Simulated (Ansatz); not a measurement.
Set up this calculation in Ansatz 0.2.0, as the native input.

- Task: single point
- Functional: LDA
- Potentials or basis: Ansatz PAW
- Cutoff: 420 eV (not typed: the program's choice for these potentials)
- k mesh: 8 × 8 × 8
- Occupations: gaussian, width 0.15 eV
- Spin: non-collinear spin, program default start, spin-orbit coupling
- Hubbard terms: Ag d U = 7 eV
- Hubbard projectors: all-electron-ortho-atomic
- Double counting: fll (the default)

The system is AgBr.

```
Ag Br
1.0
     0.00000    3.09178    3.09178
     3.09178    0.00000    3.09178
     3.09178    3.09178    0.00000
Ag Br
1 1
Direct
  0.00000 0.00000 0.00000
  0.50000 0.50000 0.50000
```

The cell isn't the ideal one: volume scaled by 1.25.

The input as run:

input.yaml

```yaml
crystal:
  lattice:
    - [0.0, 3.0917753628, 3.0917753628]
    - [3.0917753628, 0.0, 3.0917753628]
    - [3.0917753628, 3.0917753628, 0.0]
  atoms:
    - { symbol: Ag, position_ang: [0.0, 0.0, 0.0] }
    - { symbol: Br, position_ang: [3.091775363, 3.091775363, 3.091775363] }
hamiltonian:
  xc: lda
  pseudopotentials: { kind: paw_fr }
  hubbard:
    sites: [{ species: Ag, l: d, u_eff: 7.0 }]
    projectors: all-electron-ortho-atomic
magnetization:
  noncollinear: true
  spin_orbit: true
kpoints:
  mp_grid: { grid: [8, 8, 8] }
scf:
  occupations: { method: gaussian, width: 0.15 }
output:
  forces: true
  stress: true
  eigenvalues: true
```

Potentials or basis: Ansatz PAW.

Command:

```console
$ ansatz run input.yaml --threads 1 --pin off --max-ram 2560MiB --backend cpu --events-out ev --progress --plain --runs-dir out
```

Results of the run:

```
Pressure               : -8.0 GPa
Band gap on the k mesh : 1.00 eV, indirect (least direct gap 1.55 eV)
```

Caveat: moments are unreliable in this version under spin-orbit coupling with a hybrid or U, so they aren't listed; the magnetic or orbital state may not be the lowest; the PAW data sets come from PBE, with cores solved anew for the run's functional, which leaves a small shift of forces and pressure.

Wall time 15 s on 1 thread of Arm Neoverse V1 (shared host), peak memory 0.48 GiB.
